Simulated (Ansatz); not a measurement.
Wires are cut from relaxed bulk Si (Fd-3m, 20.45 Å³/atom, gap on the mesh 0.62 eV); atoms and period are relaxed, and energies count from that bulk.

All numbers below come from DFT PBE, scalar-relativistic, plane waves, PAW (Ansatz).

Cutoff 420 eV; k points 1×1×9 on the computed 18-atom cell (Γ-centred); Gaussian smearing, width 0.05 eV; collinear spin from starting moments 0.3 0.3 0.3 0.3 0.3 0.3 0.3 0.3 0.3 0.3 0.3 0.3 0.3 0.3 0.3 0.3 0.3 0.3 μB.

Start ([110] wire, 18 host atoms a period):

```
Si
1.0
    18.70000    0.00000    0.00000
     0.00000   18.90000    0.00000
     0.00000    0.00000    3.86765
Si
18
Cartesian
  10.3169 10.1337 1.9338
  10.3169 4.6640 1.9338
  4.5154 8.7663 1.9338
  12.2507 8.7663 1.9338
  4.5154 7.3989 0.0000
  12.2507 12.8685 0.0000
  12.2507 7.3989 0.0000
  6.4493 11.5011 0.0000
  6.4493 6.0315 0.0000
  14.1846 11.5011 0.0000
  8.3831 12.8685 0.0000
  8.3831 7.3989 0.0000
  10.3169 11.5011 0.0000
  10.3169 6.0315 0.0000
  6.4493 10.1337 1.9338
  14.1846 10.1337 1.9338
  8.3831 14.2360 1.9338
  8.3831 8.7663 1.9338
```

Give the relaxed structure and its energy.

The free energy falls by 212 meV/atom. It ends far from its start (an atom moved by over half a bond, or the period changed much).

| Item | Value |
| --- | --- |
| excess energy (eV per host atom) | 0.603 |
| line energy (eV/Å) | 2.880 |
| period (Å) | 3.769 |
| gap on the mesh (eV) | 0 |
| size of the moment (μB per cell) | 0.00 |

Relaxed structure:
```
Si
1.0
    18.70000    0.00000    0.00000
     0.00000   18.90000    0.00000
     0.00000    0.00000    3.76858
Si
18
Direct
  0.56062 0.51789 0.50000
  0.47658 0.30310 0.50000
  0.27235 0.45381 0.50000
  0.65708 0.43860 0.50000
  0.31202 0.39384 0.00000
  0.61199 0.70593 0.00000
  0.67748 0.36451 0.00000
  0.32252 0.63549 0.00000
  0.38801 0.29407 0.00000
  0.68798 0.60616 0.00000
  0.44462 0.66540 0.00000
  0.44753 0.40952 0.00000
  0.55247 0.59048 0.00000
  0.55538 0.33460 0.00000
  0.34292 0.56140 0.50000
  0.72765 0.54619 0.50000
  0.52342 0.69690 0.50000
  0.43938 0.48211 0.50000
```

Each run keeps its start's symmetry and one magnetic start, so lower states can exist.

It took 25 min on 4 threads of Arm Neoverse V1, with other jobs on the host, peak memory 3.5 GiB.